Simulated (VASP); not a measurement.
# Ta: convergence, relaxation of the atoms

Ta, slab, 5 atoms in the cell. PBE; PAW potentials Ta_pv (PBE set). VASP 6.6.1.

Wanted: energy within 0.5 meV/atom; shortest distances from each atom, periodic images included within 0.002 Å.

What the run is for: geometry; Accuracy asked: tight.

POSCAR:
```
Ta
1.0
    2.8601008575      0.0000000000      0.0000000000
   -0.9533669525      2.6965289483      0.0000000000
    0.0000000000      0.0000000000     24.3410502851
Ta
5
Selective dynamics
Direct
    0.4936940000      0.4921870000      0.3073080000  F F F
   -0.0106930000      0.0039510000      0.4047980000  F F F
    0.4971660000      0.5071640000      0.4999170000  T T T
   -0.0035450000      0.0025880000      0.5943290000  T T T
    0.4889580000      0.5102860000      0.6929530000  T T T
```

The series start from Plane-wave cutoff (eV): 290; k-point mesh: 7 × 7 × 1; Ionic threshold (EDIFFG): -0.01; Electronic threshold (eV): 1e-6; Precision mode (PREC): Accurate; Relaxation algorithm: IBRION=2; Electronic steps between moves: NELMIN=4 ALGO=Normal. Each series keeps the choices made before it, and each single choice may use up half of a tolerance.

## Plane-wave cutoff (eV)

| Plane-wave cutoff (eV) | Energy less reference (meV/atom) | Shortest distances from each atom, periodic images included, largest deviation (Å) | Time (s) |
|---|---|---|---|
| 200 | 0.68 | 0.0020 | 48 |
| 220 | 5.26 | 0.0010 | 50 |
| 260 | 6.81 | 0.0002 | 60 |
| 290 | 5.70 | 0.0004 | 97 |
| 360 | 0.79 | 0.0002 | 141 |
| 450 | 0.14 | 0.0001 | 179 |
| 500 (reference) | 0.00 | 0.0000 | 185 |

Chosen: 450, the loosest value from which every tighter one stays within half of the tolerance.

## k-point mesh

| k-point mesh | Energy less reference (meV/atom) | Shortest distances from each atom, periodic images included, largest deviation (Å) | Time (s) |
|---|---|---|---|
| 4 × 4 × 1 | -3.64 | 0.0367 | 73 |
| 6 × 6 × 1 | 19.26 | 0.0139 | 131 |
| 7 × 7 × 1 | -11.42 | 0.0056 | 179 |
| 9 × 9 × 1 | 2.40 | 0.0102 | 173 |
| 11 × 11 × 1 (reference) | 0.00 | 0.0000 | 238 |

Chosen: 11 × 11 × 1; the next looser run is off by more than half of the tolerance, so convergence isn't shown beyond this value.

## Ionic threshold (EDIFFG)

| Ionic threshold (EDIFFG) | Energy less reference (meV/atom) | Shortest distances from each atom, periodic images included, largest deviation (Å) | Time (s) |
|---|---|---|---|
| -0.1 | 0.12 | 0.0063 | 168 |
| -0.05 | 0.08 | 0.0015 | 206 |
| -0.02 | 0.03 | 0.0016 | 293 |
| -0.01 | 0.03 | 0.0016 | 238 |
| -0.005 | 0.01 | 0.0008 | 326 |
| -0.002 (reference) | 0.00 | 0.0000 | 560 |

Chosen: -0.005.

## Electronic threshold (eV)

| Electronic threshold (eV) | Energy less reference (meV/atom) | Shortest distances from each atom, periodic images included, largest deviation (Å) | Time (s) |
|---|---|---|---|
| 0.0001 | 0.00 | 0.0005 | 286 |
| 1e-5 | 0.00 | 0.0003 | 258 |
| 1e-6 | 0.01 | 0.0005 | 326 |
| 1e-7 (reference) | 0.00 | 0.0000 | 404 |

Chosen: 0.0001.

## Precision mode (PREC)

| Precision mode (PREC) | Energy less reference (meV/atom) | Shortest distances from each atom, periodic images included, largest deviation (Å) | Time (s) |
|---|---|---|---|
| Normal | 0.01 | 0.0005 | 120 |
| Accurate (reference) | 0.00 | 0.0000 | 286 |

Chosen: Normal.

## Relaxation algorithm

| Relaxation algorithm | Energy less reference (meV/atom) | Shortest distances from each atom, periodic images included, largest deviation (Å) | Time (s) |
|---|---|---|---|
| IBRION=2 | 0.00 | 0.0000 | 120 |
| IBRION=2 POTIM=0.2 | 0.00 | 0.0005 | 126 |
| IBRION=2 POTIM=0.8 | 0.00 | 0.0003 | 77 |
| IBRION=1 | 0.01 | 0.0004 | 77 |
| IBRION=1 POTIM=0.2 | 0.01 | 0.0005 | 99 |
| IBRION=1 POTIM=0.3 NFREE=10 | 0.00 | 0.0007 | 107 |
| IBRION=3 POTIM=0.2 SMASS=0.4 | -0.01 | 0.0004 | 134 |
| IBRION=3 POTIM=0.3 | 0.00 | 0.0003 | 91 |

Chosen: IBRION=2 POTIM=0.8, the fastest of those that stay within half of the tolerance.

## Electronic steps between moves

| Electronic steps between moves | Energy less reference (meV/atom) | Shortest distances from each atom, periodic images included, largest deviation (Å) | Time (s) |
|---|---|---|---|
| NELMIN=4 ALGO=Normal | 0.00 | 0.0000 | 77 |
| ALGO=Normal | 0.00 | 0.0004 | 94 |
| NELMIN=4 MAXMIX=40 ALGO=Normal | 0.00 | 0.0001 | 89 |
| NELMIN=4 ALGO=Fast | 0.00 | 0.0005 | 153 |
| NELMIN=4 MAXMIX=40 ALGO=Fast | 0.00 | 0.0003 | 108 |

Chosen: NELMIN=4 ALGO=Normal; no other choice that stays within half of the tolerance saves 30 % of the time.

## All choices together

| Input | Energy less reference (meV/atom) | Shortest distances from each atom, periodic images included, largest deviation (Å) | Time (s) |
|---|---|---|---|
| the program's defaults (naive) | 14.54 | 0.0212 | 5.7 |
| chosen settings | 0.15 | 0.0013 | 77 |
| reference settings throughout | 0.00 | 0.0000 | 687 |

The chosen settings stay within the tolerance of the reference run, but the reference itself isn't shown to be converged in: k-point mesh.

## The input

INCAR:
```
SYSTEM = Ta
GGA = PE
LDIPOL = .TRUE.
IDIPOL = 3
DIPOL = 0.5 0.5 0.500
ISMEAR = 1
SIGMA = 0.1
LWAVE = .FALSE.
LCHARG = .FALSE.
ISIF = 0
NSW = 120
PREC = Normal
LASPH = .TRUE.
LREAL = .FALSE.
ALGO = Normal
EDIFF = 1E-4
NELM = 120
GGA_COMPAT = .FALSE.
IBRION = 2
EDIFFG = -0.005
NELMIN = 4
ENCUT = 450
NELMDL = -8
KPAR = 8
POTIM = 0.8
```

KPOINTS:
```
Automatic mesh
0
Gamma
  11 11 1
  0 0 0
```

Commands:
```
cat potpaw_PBE.64/Ta_pv/POTCAR > POTCAR
mpirun -np 8 vasp_std > vasp.out
```

The chosen input took VASP 6.6.1 77 s on 8 cores (Intel Xeon 6975P-C (Granite Rapids)), a shared host.

## An input that fails: force threshold below the noise of the forces

It gives no converged result.

Changes against the starting input:
```
- NSW = 120
- PREC = Accurate
- EDIFF = 1e-06
- NELM = 120
- EDIFFG = -0.01
- NELMIN = 4
+ NSW = 30
+ PREC = Low
+ EDIFF = 0.001
+ NELM = 59
+ EDIFFG = -0.0001
```
